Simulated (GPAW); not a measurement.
# Sb (Im-3m) in GPAW: convergence with plane-wave cutoff (eV)

Aim: find how far plane-wave cutoff (eV) must go before the results for Sb settle, at PBE. This setting moves, with any that are tied to it; all else stays.

All numbers are computed with GPAW 26.7.0; they aren't measurements. Logs are shortened: lines on timing, memory, paths and dates and some standing lists are left out, and cuts for length are marked. The log counts tension as positive stress, the text compression.

## Step 1: The structure

The structure is cubic, space group Im-3m (No. 229). Conventional cell: a = 3.743 Å, b = 3.743 Å, c = 3.743 Å, α = 90.00°, β = 90.00°, γ = 90.00°. Sb (site symmetry m-3m) has 8 Sb at 3.24 Å as nearest neighbours.

This isn't the form of Sb at room conditions, which is rhombohedral.

## Step 2: With plane-wave cutoff (eV) 200

Input file run.py:

```python
from ase.dft.bandgap import bandgap
from ase.io import read, write
from ase.units import GPa
from gpaw import GPAW, PW

atoms = read('POSCAR')

calc = GPAW(mode=PW(200),
            xc='PBE',
            kpts={'size': (10, 10, 10), 'gamma': True},
            occupations={'name': 'fermi-dirac', 'width': 0.05},
            nbands=15,
            convergence={'density': 1e-05, 'energy': 1e-05},
            maxiter=100,
            txt='gpaw.txt')
atoms.calc = calc
energy = atoms.get_potential_energy()
forces = atoms.get_forces()
stress = atoms.get_stress()
calc.write('gs.gpw')
write('result.traj', atoms)
print(f'Energy: {energy:.6f} eV')
print('Forces (eV/A):')
print(forces.round(4))
print('Stress (GPa):', (stress / GPa).round(3))
print('Fermi level:', round(calc.get_fermi_level(), 4), 'eV')
print(f'Gap: {bandgap(calc)[0]:.4f} eV, direct: {bandgap(calc, direct=True)[0]:.4f} eV')
```

Input file POSCAR:

```
Sb
1.0
   -1.8713408863      1.8713408863      1.8713408863
    1.8713408863     -1.8713408863      1.8713408863
    1.8713408863      1.8713408863     -1.8713408863
Sb
1
Direct
    0.0000000000      0.0000000000      0.0000000000
```

Potentials or basis: GPAW PAW data sets (gpaw-data 1.2.1), pw.

Run with:

```console
$ OMP_NUM_THREADS=1 python run.py
```

gpaw.txt:

```text
__  _  _
 | _ |_)|_||  |
 |__||  | ||/\| - 26.7.0

Input parameters:
  mode=PW(ecut=200.0),
  convergence={'density': 1e-05, 'energy': 1e-05},
  kpts=MonkhorstPack(size=(10, 10, 10), gamma=True),
  maxiter=100,
  nbands=15,
  occupations=Occupations(name='fermi-dirac', width=0.05),
  xc=XC(name='PBE')

Diagonalizing LCAO Hamiltonian
Converting LCAO to pw mode

       Sb

Atoms  # Å, Bohr magnetons
|   | symbol |        x |        y |        z |    initial magnetic moments |
|---|--------|----------|----------|----------|-----------------------------|
| 0 |     Sb | 0.000000 | 0.000000 | 0.000000 | ( 0.0000,  0.0000,  0.0000) |

Unit cell  # Å
| periodic |         x |         y |         z |  lengths |     angles |
|----------|-----------|-----------|-----------|----------|------------|
|      yes | -1.871341 |  1.871341 |  1.871341 | 3.241257 | 109.471221 |
|      yes |  1.871341 | -1.871341 |  1.871341 | 3.241257 | 109.471221 |
|      yes |  1.871341 |  1.871341 | -1.871341 | 3.241257 | 109.471221 |

Number of symmetries: 48
Symmetry operations  # r_c * U_cc + t_c -> r_c
|    | kind |            matrix            |
|----|------|------------------------------|
|  0 |  σ   |  1, 1, 1,  0, 0,-1,  0,-1, 0 |
|  1 |  C4  |  1, 1, 1,  0, 0,-1, -1, 0, 0 |
|  2 |  C2  |  1, 1, 1,  0,-1, 0,  0, 0,-1 |
|  3 |  S6  |  1, 1, 1,  0,-1, 0, -1, 0, 0 |
|  4 |  S6  |  1, 1, 1, -1, 0, 0,  0, 0,-1 |
|  5 |  C4  |  1, 1, 1, -1, 0, 0,  0,-1, 0 |
|  6 |  E   |  1, 0, 0,  0, 1, 0,  0, 0, 1 |
|  7 |  σ   |  1, 0, 0,  0, 1, 0, -1,-1,-1 |
|  8 |  σ   |  1, 0, 0,  0, 0, 1,  0, 1, 0 |
|  9 |  C3  |  1, 0, 0,  0, 0, 1, -1,-1,-1 |
| 10 |  C3  |  1, 0, 0, -1,-1,-1,  0, 1, 0 |
| 11 |  σ   |  1, 0, 0, -1,-1,-1,  0, 0, 1 |
| 12 |  σ   |  0, 1, 0,  1, 0, 0,  0, 0, 1 |
| 13 |  C2  |  0, 1, 0,  1, 0, 0, -1,-1,-1 |
| 14 |  C3  |  0, 1, 0,  0, 0, 1,  1, 0, 0 |
| 15 |  S4  |  0, 1, 0,  0, 0, 1, -1,-1,-1 |
| 16 |  S4  |  0, 1, 0, -1,-1,-1,  1, 0, 0 |
| 17 |  C3  |  0, 1, 0, -1,-1,-1,  0, 0, 1 |
| 18 |  C3  |  0, 0, 1,  1, 0, 0,  0, 1, 0 |
| 19 |  S4  |  0, 0, 1,  1, 0, 0, -1,-1,-1 |
| 20 |  σ   |  0, 0, 1,  0, 1, 0,  1, 0, 0 |
| 21 |  C3  |  0, 0, 1,  0, 1, 0, -1,-1,-1 |
| 22 |  C2  |  0, 0, 1, -1,-1,-1,  1, 0, 0 |
| 23 |  S4  |  0, 0, 1, -1,-1,-1,  0, 1, 0 |
| 24 |  C4  |  0, 0,-1,  1, 1, 1,  0,-1, 0 |
| 25 |  σ   |  0, 0,-1,  1, 1, 1, -1, 0, 0 |
| 26 |  S6  |  0, 0,-1,  0,-1, 0,  1, 1, 1 |
| 27 |  C2  |  0, 0,-1,  0,-1, 0, -1, 0, 0 |
| 28 |  C4  |  0, 0,-1, -1, 0, 0,  1, 1, 1 |
| 29 |  S6  |  0, 0,-1, -1, 0, 0,  0,-1, 0 |
| 30 |  S6  |  0,-1, 0,  1, 1, 1,  0, 0,-1 |
| 31 |  C4  |  0,-1, 0,  1, 1, 1, -1, 0, 0 |
| 32 |  C4  |  0,-1, 0,  0, 0,-1,  1, 1, 1 |
| 33 |  S6  |  0,-1, 0,  0, 0,-1, -1, 0, 0 |
| 34 |  σ   |  0,-1, 0, -1, 0, 0,  1, 1, 1 |
| 35 |  C2  |  0,-1, 0, -1, 0, 0,  0, 0,-1 |
| 36 |  C2  | -1, 0, 0,  1, 1, 1,  0, 0,-1 |
| 37 |  S6  | -1, 0, 0,  1, 1, 1,  0,-1, 0 |
| 38 |  S6  | -1, 0, 0,  0, 0,-1,  1, 1, 1 |
| 39 |  C2  | -1, 0, 0,  0, 0,-1,  0,-1, 0 |
| 40 |  C2  | -1, 0, 0,  0,-1, 0,  1, 1, 1 |
| 41 |  i   | -1, 0, 0,  0,-1, 0,  0, 0,-1 |
| 42 |  S4  | -1,-1,-1,  1, 0, 0,  0, 1, 0 |
| 43 |  C3  | -1,-1,-1,  1, 0, 0,  0, 0, 1 |
| 44 |  C3  | -1,-1,-1,  0, 1, 0,  1, 0, 0 |
| 45 |  σ   | -1,-1,-1,  0, 1, 0,  0, 0, 1 |
| 46 |  S4  | -1,-1,-1,  0, 0, 1,  1, 0, 0 |
| 47 |  C2  | -1,-1,-1,  0, 0, 1,  0, 1, 0 |

BZ-sampling:
  Number of BZ points: 1000
  Number of IBZ points: 47

  Monkhorst-Pack size: [10, 10, 10]
  Monkhorst-Pack shift: [0.05, 0.05, 0.05]

K-points  # in reciprocal-cell coordinates
|     |                                coordinates |     weight |
|-----|--------------------------------------------|------------|
|   0 | (  0.00000000,   0.00000000,   0.00000000) | 0.00100000 |
|   1 | (  0.10000000,   0.00000000,   0.00000000) | 0.01200000 |
|   2 | (  0.10000000,   0.10000000,  -0.10000000) | 0.00600000 |
|   3 | (  0.20000000,   0.00000000,  -0.10000000) | 0.02400000 |
|   4 | (  0.20000000,   0.00000000,   0.00000000) | 0.01200000 |
|   5 | (  0.20000000,   0.10000000,  -0.10000000) | 0.02400000 |
|   6 | (  0.20000000,   0.20000000,  -0.20000000) | 0.00600000 |
|   7 | (  0.30000000,  -0.10000000,  -0.10000000) | 0.00800000 |
|   8 | (  0.30000000,   0.00000000,  -0.10000000) | 0.04800000 |
|   9 | (  0.30000000,   0.00000000,   0.00000000) | 0.01200000 |
| ... |                                            |            |
|  46 | (  0.50000000,   0.50000000,   0.50000000) | 0.00100000 |

Plane wave coefficients: 178
Cutoff: 200.0 eV

Spin-components: 1 (collinear spins)
Bands:           15
Projectors:      6
Spin-degeneracy: 2
Datatype:        complex128

Parallelization:
  kpt:    1
  domain: 1
  band:   1

Density:
  Valence electrons: 15.0
  Components: 1
  Grid points: [12 12 12]
  Charge: 0.0  # |e|

Potential:
  Grid points: [12 12 12]

species:
  Sb:
    name:    Antimony
    Z:       51.0
    valence: 15
    core:    36
    charge:  0.0  # [|e|]
    compensation charges:
      type: gauss
      rc: 0.36  # [Å]
      lmax: 2
    cutoffs:
      filter: 2.23  # [Å]
      core: 2.23  # [Å]
    projectors
    | kind |    occ | energy [eV] | rcut [Å] |
    |------|--------|-------------|----------|
    |   5s |  2.000 |     -12.815 |    1.154 |
    |   5p |  3.000 |      -4.830 |    1.233 |
    |   4d | 10.000 |     -33.514 |    1.196 |
    |    s |        |      14.396 |    1.154 |
    |    p |        |      22.381 |    1.233 |
    |    d |        |      -6.303 |    1.196 |

    Using partial waves for Sb as LCAO basis

Reference energy: -176281.558248  # eV

eigensolver:
  PPCG
  Converge bands: occupied
  niter=2

density mixing:
  MSR1-Mixer
  Pratt-step length: 0.05
  Maximum mixing coefficient: 0.75
  Old densities: 10
  SVD Regularization: 0.005
  Good broyden scale: 1.0
  Trust region scale: 1.0
  Backstep threshold: 4.0
  History deletion threshold: 6.0
  Fourier metric: weight=20.0, sigma=0.015

occupation numbers:
  Fermi-Dirac:
    width: 0.0500  # eV

poisson solver:
  ecut: 1600.0  # eV

xc functional:
  name: PBE with 2 nearest neighbor stencil

convergence criteria:
- Maximum integral of absolute [dens]ity change: 1e-05 electrons / valence electron
- Maximum [total energy] change in last 3 cyles: 1e-05 eV / valence electron
- Maximum integral of absolute [eigenst]ate change: 4e-08 eV^2 / valence electron
maximum number of iterations: 100

SCF iterations
|iter     | |      energy | eigst |  dens |
|---------|-|-------------|-------|-------|
|iter:   1| |   -3.107748 | -0.99 |       |
|iter:   2| |   -3.107228 | -3.72 | -1.73 |
|iter:   3| |   -3.098743 | -3.83 | -1.75 |
|iter:   4| |   -3.098225 | -4.55 | -2.30 |
|iter:   5| |   -3.098238 | -6.40 | -3.28 |
|iter:   6| |   -3.098238c| -7.58c| -3.92 |
|iter:   7| |   -3.098238c| -8.45c| -5.07c|

Converged in 7 steps
Energy contributions relative to reference atoms: (reference = -176281.558248)

Energy contributions:
  Kinetic:          29.415415
  Coulomb:         -26.977900
  Zero:              0.030496
  External:          0.000000
  Xc:               -5.561737
  Entropy:          -0.009024
  Spinorbit:         0.000000
  ----------------------------
  Free energy:      -3.102750
  Extrapolated:     -3.098238

dipole moment: (-6.728260, -6.728260, -6.728260)  # |e|*Ang

Fermi level: 8.428
Eigenvalues  # (at kpt = [0.000, 0.000, 0.000])
| band index |      eig [eV] | occ [0-2] |
|------------|---------------|-----------|
|          0 |       -20.591 |     2.000 |
|          1 |       -20.591 |     2.000 |
|          2 |       -20.591 |     2.000 |
|          3 |       -20.504 |     2.000 |
|          4 |       -20.504 |     2.000 |
|          5 |        -4.604 |     2.000 |
|          6 |        14.136 |     0.000 |
|          7 |        14.136 |     0.000 |
|          8 |        14.136 |     0.000 |
|          9 |        19.820 |     0.000 |
|         10 |        19.820 |     0.000 |
|         11 |        19.820 |     0.000 |
|         12 |        20.320 |     0.000 |
|         13 |        20.320 |     0.000 |
|         14 |        20.320 |     0.000 |

No gap
No difference between direct/indirect transitions

Forces  # eV/Ang
|        x |        y |       z |
|----------|----------|---------|
| -0.00000 | -0.00000 | 0.00000 |  # Sb   0

Stress tensor  # eV/Ang^3
|         x |         y |         z |
|-----------|-----------|-----------|
|  0.015687 | -0.000000 |  0.000000 |
| -0.000000 |  0.015687 | -0.000000 |
|  0.000000 | -0.000000 |  0.015687 |

# Writing to gs.gpw (mode='')
```

stdout:

```text
Energy: -3.098238 eV
Forces (eV/A):
[[-0. -0.  0.]]
Stress (GPa): [ 2.513  2.513  2.513 -0.     0.    -0.   ]
Fermi level: 8.4277 eV
Gap: 0.0000 eV, direct: 0.0000 eV
```

Wall time 3.3 s (1 thread of Arm Neoverse V2, shared host); peak memory 0.12 GiB.

Results:

- Free energy: -3.1028 eV
- Pressure: -2.5 GPa
- Band gap on the k mesh: none (metal or under the smearing width)

## Step 3: With plane-wave cutoff (eV) 250

run.py, as its differences from that of step 2:

```diff
@@ -7,3 +7,3 @@
 
-calc = GPAW(mode=PW(200),
+calc = GPAW(mode=PW(250),
             xc='PBE',
```

POSCAR is that of step 2.

Potentials or basis: GPAW PAW data sets (gpaw-data 1.2.1), pw.

Run with:

```console
$ OMP_NUM_THREADS=1 python run.py
```

It took 3.6 s on 1 thread of Arm Neoverse V2, shared host; peak memory 0.12 GiB.

What came out:

```
Free energy            : -3.2352 eV
Pressure               : -1.2 GPa
Band gap on the k mesh : none (metal or under the smearing width)
```

## Step 4: With plane-wave cutoff (eV) 300

run.py, as its differences from that of step 3:

```diff
@@ -7,3 +7,3 @@
 
-calc = GPAW(mode=PW(250),
+calc = GPAW(mode=PW(300),
             xc='PBE',
```

POSCAR is that of step 3.

Run with:

```console
$ OMP_NUM_THREADS=1 python run.py
```

It took 4.3 s on 1 thread of Arm Neoverse V2, shared host; peak memory 0.12 GiB.

What came out:

```
Free energy            : -3.5376 eV
Pressure               : -5.5 GPa
Band gap on the k mesh : none (metal or under the smearing width)
```

## Step 5: With plane-wave cutoff (eV) 350

run.py, as its differences from that of step 4:

```diff
@@ -7,3 +7,3 @@
 
-calc = GPAW(mode=PW(300),
+calc = GPAW(mode=PW(350),
             xc='PBE',
```

POSCAR is that of step 4.

Run with:

```console
$ OMP_NUM_THREADS=1 python run.py
```

Wall time 4.7 s (1 thread of Arm Neoverse V2, shared host); peak memory 0.12 GiB.

What came out:

```yaml
Free_energy: -3.8472 eV
Pressure: -4.2 GPa
Band_gap_on_the_k_mesh: none (metal or under the smearing width)
```

## Step 6: With plane-wave cutoff (eV) 400

run.py, as its differences from that of step 5:

```diff
@@ -7,3 +7,3 @@
 
-calc = GPAW(mode=PW(350),
+calc = GPAW(mode=PW(400),
             xc='PBE',
```

POSCAR is that of step 5.

Potentials or basis: GPAW PAW data sets (gpaw-data 1.2.1), pw.

Run with:

```console
$ OMP_NUM_THREADS=1 python run.py
```

It took 5 s on 1 thread of Arm Neoverse V2, shared host; peak memory 0.13 GiB.

Results:

```yaml
Free_energy: -4.0322 eV
Pressure: -1.3 GPa
Band_gap_on_the_k_mesh: none (metal or under the smearing width)
```

## Step 7: With plane-wave cutoff (eV) 500

run.py, as its differences from that of step 6:

```diff
@@ -7,3 +7,3 @@
 
-calc = GPAW(mode=PW(400),
+calc = GPAW(mode=PW(500),
             xc='PBE',
```

POSCAR is that of step 6.

Run with:

```console
$ OMP_NUM_THREADS=1 python run.py
```

It took 8.7 s on 1 thread of Arm Neoverse V2, shared host; peak memory 0.13 GiB.

Results (log left out):

```yaml
Free_energy: -4.1478 eV
Pressure: 2.2 GPa
Band_gap_on_the_k_mesh: none (metal or under the smearing width)
```

## Step 8: With plane-wave cutoff (eV) 600

run.py, as its differences from that of step 7:

```diff
@@ -7,3 +7,3 @@
 
-calc = GPAW(mode=PW(500),
+calc = GPAW(mode=PW(600),
             xc='PBE',
```

POSCAR is that of step 7.

Run with:

```console
$ OMP_NUM_THREADS=1 python run.py
```

Wall time 7.9 s (1 thread of Arm Neoverse V2, shared host); peak memory 0.14 GiB.

It converged, with:

```yaml
Free_energy: -4.1586 eV
Pressure: 2.8 GPa
Band_gap_on_the_k_mesh: none (metal or under the smearing width)
```

## Step 9: With plane-wave cutoff (eV) 800

run.py, as its differences from that of step 8:

```diff
@@ -7,3 +7,3 @@
 
-calc = GPAW(mode=PW(600),
+calc = GPAW(mode=PW(800),
             xc='PBE',
```

POSCAR is that of step 8.

Potentials or basis: GPAW PAW data sets (gpaw-data 1.2.1), pw.

Run with:

```console
$ OMP_NUM_THREADS=1 python run.py
```

It took 15 s on 1 thread of Arm Neoverse V2, shared host; peak memory 0.16 GiB.

It converged, with:

```
Free energy            : -4.1591 eV
Pressure               : 2.8 GPa
Band gap on the k mesh : none (metal or under the smearing width)
```

## Step 10: With plane-wave cutoff (eV) 1000

run.py, as its differences from that of step 9:

```diff
@@ -7,3 +7,3 @@
 
-calc = GPAW(mode=PW(800),
+calc = GPAW(mode=PW(1000),
             xc='PBE',
```

POSCAR is that of step 9.

Run with:

```console
$ OMP_NUM_THREADS=1 python run.py
```

It took 17 s on 1 thread of Arm Neoverse V2, shared host; peak memory 0.17 GiB.

The run converged. Its results:

```yaml
Free_energy: -4.1593 eV
Pressure: 2.8 GPa
Band_gap_on_the_k_mesh: none (metal or under the smearing width)
```

## Step 11: Result

```tsv
plane-wave cutoff (eV)	energy less the tightest run, at zero smearing (meV/atom)	pressure (GPa)	SCF cycles	CPU time (s)	peak memory (GiB)
200	1056.60	-2.51	7	3.3	0.12
250	924.13	-1.16	8	3.6	0.12
300	621.75	-5.52	8	4.3	0.12
350	312.12	-4.24	8	4.7	0.12
400	127.17	-1.31	8	5	0.13
500	11.55	2.18	8	8.7	0.13
600	0.70	2.80	8	7.9	0.14
800	0.21	2.83	8	15	0.16
1000	0.00	2.83	8	17	0.17
```

Against the tightest run, the energy stays within 1 meV/atom from 600 on; the pressure stays within 0.1 GPa from 600 on. The tightest run that finished is the yardstick and may itself not be fully converged.
